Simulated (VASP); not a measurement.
# PbSe (Clausthalite) (Fm-3m) in VASP: further runs, part 2 of 2

VASP 6.6.1. The steps go on from the part before.

**3. Single point, r2SCAN**

Input file POSCAR:

```
PbSe
1.0
    0.0000000000      3.0696893642      3.0696893642
    3.0696893642      0.0000000000      3.0696893642
    3.0696893642      3.0696893642      0.0000000000
Pb Se
1 1
Direct
    0.0000000000      0.0000000000      0.0000000000
    0.5000000000      0.5000000000      0.5000000000
```

Input file INCAR.step1:

```
ALGO = Normal ; EDIFF = 1E-4
ENCUT = 520 ; GGA = PE
ISMEAR = 0 ; LASPH = T
LCHARG = F ; LREAL = F
LWAVE = T ; NBANDS = 17
NELM = 100 ; PREC = Accurate
SIGMA = 0.01
```

Input file INCAR.step2:

```
ALGO = Normal ; EDIFF = 1E-6
ENCUT = 520 ; ISIF = 2
ISMEAR = 0 ; ISTART = 1
LASPH = T ; LCHARG = T
LELF = T ; LMIXTAU = T
LREAL = F ; LVHAR = T
LWAVE = F ; METAGGA = R2SCAN
NBANDS = 17 ; NELM = 100
PREC = Accurate ; SIGMA = 0.01
```

Input file KPOINTS:

```
k-points
0
Gamma
  8 8 8
```

Potentials or basis: VASP PAW PBE potentials, release 64 (Pb_d, Se).

Started as:

```
$ cat potpaw_PBE.64/Pb_d/POTCAR potpaw_PBE.64/Se/POTCAR > POTCAR
$ cp INCAR.step1 INCAR
$ mpirun -np 1 vasp_std > vasp.out
$ cp INCAR.step2 INCAR
$ mpirun -np 1 vasp_std > vasp.out
```

OUTCAR:

```text
EDIFF = 1E-6
   ENCUT = 520
   ISIF = 2
   ISMEAR = 0
   ISTART = 1
   LASPH = T
   LREAL = F
   METAGGA = R2SCAN
   NELM = 100
   PREC = Accurate

 ion  position               nearest neighbor table
   1  0.000  0.000  0.000-   2 3.07   2 3.07   2 3.07   2 3.07   2 3.07   2 3.07
   2  0.500  0.500  0.500-   1 3.07   1 3.07   1 3.07   1 3.07   1 3.07   1 3.07

  LATTYP: Found a face centered cubic cell.
 ALAT       =     6.1393787284

  Lattice vectors:

 A1 = (   0.0000000000,   3.0696893642,   3.0696893642)
 A2 = (   3.0696893642,   0.0000000000,   3.0696893642)
 A3 = (   3.0696893642,   3.0696893642,   0.0000000000)

Analysis of symmetry for initial positions (statically):
=====================================================================
 Subroutine PRICEL returns:
 Original cell was already a primitive cell.

 Routine SETGRP: Setting up the symmetry group for a
 face centered cubic supercell.

 Subroutine GETGRP returns: Found 48 space group operations
 (whereof 48 operations were pure point group operations)
 out of a pool of 48 trial point group operations.

The static configuration has the point symmetry O_h .

Analysis of symmetry for dynamics (positions and initial velocities):
=====================================================================
 Subroutine PRICEL returns:
 Original cell was already a primitive cell.

 Routine SETGRP: Setting up the symmetry group for a
 face centered cubic supercell.

 Subroutine GETGRP returns: Found 48 space group operations
 (whereof 48 operations were pure point group operations)
 out of a pool of 48 trial point group operations.

The dynamic configuration has the point symmetry O_h .

 Subroutine INISYM returns: Found 48 space group operations
 (whereof 48 operations are pure point group operations),
 and found     1 'primitive' translations

----------------------------------------------------------------------------------------

                                     Primitive cell

  volume of cell :      57.8513

  direct lattice vectors                    reciprocal lattice vectors
     0.000000000  3.069689364  3.069689364    -0.162882931  0.162882931  0.162882931
     3.069689364  0.000000000  3.069689364     0.162882931 -0.162882931  0.162882931
     3.069689364  3.069689364  0.000000000     0.162882931  0.162882931 -0.162882931

  length of vectors
     4.341196331  4.341196331  4.341196331     0.282121512  0.282121512  0.282121512

  position of ions in fractional coordinates (direct lattice)
     0.000000000  0.000000000  0.000000000
     0.500000000  0.500000000  0.500000000

  ion indices of the primitive-cell ions
   primitive index   ion index
                 1           1
                 2           2

----------------------------------------------------------------------------------------

 KPOINTS: k-points

Automatic generation of k-mesh.
 Grid dimensions read from file:
 generate k-points for:    8    8    8

 Generating k-lattice:

  Cartesian coordinates                     Fractional coordinates (reciprocal lattice)
    -0.020360366  0.020360366  0.020360366     0.125000000  0.000000000  0.000000000
     0.020360366 -0.020360366  0.020360366     0.000000000  0.125000000  0.000000000
     0.020360366  0.020360366 -0.020360366     0.000000000  0.000000000  0.125000000

  Length of vectors
     0.035265189  0.035265189  0.035265189

  Shift w.r.t. Gamma in fractional coordinates (k-lattice)
     0.000000000  0.000000000  0.000000000

 Subroutine IBZKPT returns following result:
 ===========================================

 Found     29 irreducible k-points:

 Following reciprocal coordinates:
            Coordinates               Weight
  0.000000  0.000000  0.000000      1.000000
  0.125000  0.000000  0.000000      8.000000
  0.250000  0.000000  0.000000      8.000000
  0.375000  0.000000  0.000000      8.000000
  0.500000  0.000000  0.000000      4.000000
  0.125000  0.125000  0.000000      6.000000
[... 16 lines left out ...]
  0.500000  0.250000  0.125000     48.000000
 -0.375000  0.250000  0.125000     24.000000
 [... further k-points ...]
   k-points           NKPTS =     29   k-points in BZ     NKDIM =     29   number of bands    NBANDS=     17
   number of dos      NEDOS =    301   number of ions     NIONS =      2
   total plane-waves  NPLWV =  32768
   dimension x,y,z NGX =    32 NGY =   32 NGZ =   32
   dimension x,y,z NGXF=    64 NGYF=   64 NGZF=   64
   ions per type =               1   1
   NGX,Y,Z   is equivalent  to a cutoff of  12.25, 12.25, 12.25 a.u.
   NGXF,Y,Z  is equivalent  to a cutoff of  24.51, 24.51, 24.51 a.u.
 SYSTEM =  unknown system
   PREC   = accura    normal or accurate (medium, high low for compatibility)
   ISTART =      1    job   : 0-new  1-cont  2-samecut
   ICHARG =      0    charge: 1-file 2-atom 10-const
   ISPIN  =      1    spin polarized calculation?
   LNONCOLLINEAR =      F non collinear calculations
   LSORBIT =      F    spin-orbit coupling
   LASPH  =      T    aspherical Exc in radial PAW
   ENCUT  =  520.0 eV  38.22 Ry    6.18 a.u.   8.07  8.07  8.07*2*pi/ulx,y,z
   NELM   =    100;   NELMIN=  2; NELMDL=  0     # of ELM steps
   EDIFF  = 0.1E-05   stopping-criterion for ELM
   LREAL  =      F    real-space projection
   EDIFFG = 0.1E-04   stopping-criterion for IOM
   NSW    =      0    number of steps for IOM
   IBRION =     -1    ionic relax: 0-MD 1-quasi-New 2-CG
   NFREE  =      0    steps in history (QN), initial steepest desc. (CG)
   ISIF   =      2    stress and relaxation
   ISYM   =      2    0-nonsym 1-usesym 2-fastsym
   POTIM  = 0.5000    time-step for ionic-motion
   TEBEG  =    0.0;   TEEND  =   0.0 temperature during run
   PSTRESS=    0.0 pullay stress
   NELECT =      20.0000    total number of electrons
   NUPDOWN=      -1.0000    fix difference up-down
   EMIN   =  10.00;   EMAX   =-10.00  energy-range for DOS
   EFERMI =   0.00;   METHOD = LEGACY
   ISMEAR =     0;   SIGMA  =   0.01  broadening in eV -4-tet -1-fermi 0-gaus
   EFERMI_NEDOS =   21; number of points for ismear=-14 and -15
   IALGO  =     38    algorithm
   IMIX   =      4    mixing-type and parameters
     AMIX     =   0.40;   BMIX     =  1.00
     AMIX_MAG =   1.60;   BMIX_MAG =  1.00
  volume/ion in A,a.u.               =      28.93       195.20
  Fermi-wavevector in a.u.,A,eV,Ry     =   1.148983  2.171264 17.961904  1.320163
  Thomas-Fermi vector in A             =   2.285655
   LORBIT       =      0    0 simple, 1 ext, 2 COOP (PROOUT), +10 PAW based schemes
   METAGGA = R2SCAN    functional components
   LHFCALC =     F    Hartree Fock is set to
   AEXX    =    0.0000 exact exchange contribution
   IVDW    =     0    specifies the selected vdW correction
   LEPSILON=     F    determine dielectric tensor
   LRPA    =     F    only Hartree local field effects (RPA)
 non-spin polarized calculation
 Gauss-broadening in eV      SIGMA  =   0.01
  energy-cutoff  :      520.00
  volume of cell :       57.85
 maximum number of plane-waves:      1588
   NGX = 17   NGY = 17   NGZ = 17

 number of electron      19.9999997 magnetization

 Free energy of the ion-electron system (eV)
  ---------------------------------------------------
  ext. energy  EPLUGINS =         0.00000000
  ---------------------------------------------------
  free energy    TOTEN  =       -71.93567729 eV

  energy without entropy =      -71.93567729  energy(sigma->0) =      -71.93567729

 E-fermi :   4.9009     XC(G=0): -10.0242

 val. band max:        4.8021606573   @ k =   0.5000   0.0000   0.0000
 cond. band min:       5.4116465025   @ k =   0.5000   0.0000   0.0000
 fundamental gap:      0.6094858452
 Fermi energy:         4.9008559952

 k-point     1 :       0.0000    0.0000    0.0000
  band No.  band energies     occupation
      1     -12.6454      2.00000
      2     -12.6454      2.00000
      3     -12.6453      2.00000
      4     -12.6417      2.00000
      5     -12.6417      2.00000
      6      -9.2654      2.00000
[... 9 lines left out ...]
     16      11.7836      0.00000
     17      13.4630      0.00000

 k-point     2 :       0.1250    0.0000    0.0000
  band No.  band energies     occupation
      1     -12.6464      2.00000
      2     -12.6464      2.00000
      3     -12.6448      2.00000
      4     -12.6399      2.00000
      5     -12.6399      2.00000
      6      -9.1447      2.00000
[... 9 lines left out ...]
     16      12.1339      0.00000
     17      14.6161      0.00000
[... 421 lines left out ...]
 k-point    24 :      -0.3750    0.2500    0.1250
  band No.  band energies     occupation
      1     -12.7020      2.00000
      2     -12.6553      2.00000
      3     -12.6350      2.00000
      4     -12.6255      2.00000
      5     -12.6111      2.00000
      6      -7.9859      2.00000
[... 9 lines left out ...]
     16      16.1913      0.00000
     17      16.3897      0.00000

 [... further k-points ...]
[... 5 lines left out ...]
  --------------------------------------------------------------------------------------
  -------------------------------------------------------------------------------------
  Total        0.3696108      0.3696108      0.3696108     -0.0000000     -0.0000000      0.0000000
  in kB       10.2362751     10.2362751     10.2362751     -0.0000000     -0.0000000      0.0000000
  external PRESSURE =      10.2362751 kB  Pullay stress =       0.0000000 kB

 VOLUME and BASIS-vectors are now :
 -----------------------------------------------------------------------------
  energy-cutoff  :      520.00
  volume of cell :       57.85
      direct lattice vectors                 reciprocal lattice vectors
     0.000000000  3.069689364  3.069689364    -0.162882931  0.162882931  0.162882931
     3.069689364  0.000000000  3.069689364     0.162882931 -0.162882931  0.162882931
     3.069689364  3.069689364  0.000000000     0.162882931  0.162882931 -0.162882931

 POSITION                                       TOTAL-FORCE (eV/Angst)
 -----------------------------------------------------------------------------------
      0.00000      0.00000      0.00000         0.000000      0.000000      0.000000
      3.06969      3.06969      3.06969        -0.000000     -0.000000     -0.000000
 -----------------------------------------------------------------------------------
    total drift:                                0.000000     -0.000000     -0.000000

  FREE ENERGIE OF THE ION-ELECTRON SYSTEM (eV)
  ---------------------------------------------------
  free  energy   TOTEN  =       -71.9356772914 eV

  energy  without entropy=      -71.9356772914  energy(sigma->0) =      -71.93567729
```

Run time: 50 s. Hardware: 1 thread of AMD EPYC 9R45 (Zen 5), shared host; peak memory 0.17 GiB.

What came out:

* Free energy: -71.9357 eV
* Pressure: 1.0 GPa
* Band gap on the k mesh: 0.61 eV, direct

Caveat: the PAW data sets were made with another functional, which shifts forces and pressure a little; spin-orbit coupling is left out, which moves the levels of the heavy elements.

**4. Against experiment**

Step 2. Against the measured gap of PbSe, 0.15 eV (direct; 4.2 K; a printed reference work, monograph), the calculated 0.19 eV is off by +0.04 eV. 2 values of this kind are on record (0.15 to 0.28 eV); this one was drawn at random. Spin-orbit coupling on Pb, Se is left out. The value is that of LDA on a finite k mesh, which can miss the band edges, without temperature or zero-point motion.

Step 3. Against the measured gap of PbSe, 0.15 eV (direct; 4.2 K; a printed reference work, monograph), the calculated 0.61 eV is off by +0.46 eV. 2 values of this kind are on record (0.15 to 0.28 eV); this one was drawn at random. Spin-orbit coupling on Pb, Se is left out. The value is that of r2SCAN on a finite k mesh, which can miss the band edges, without temperature or zero-point motion.
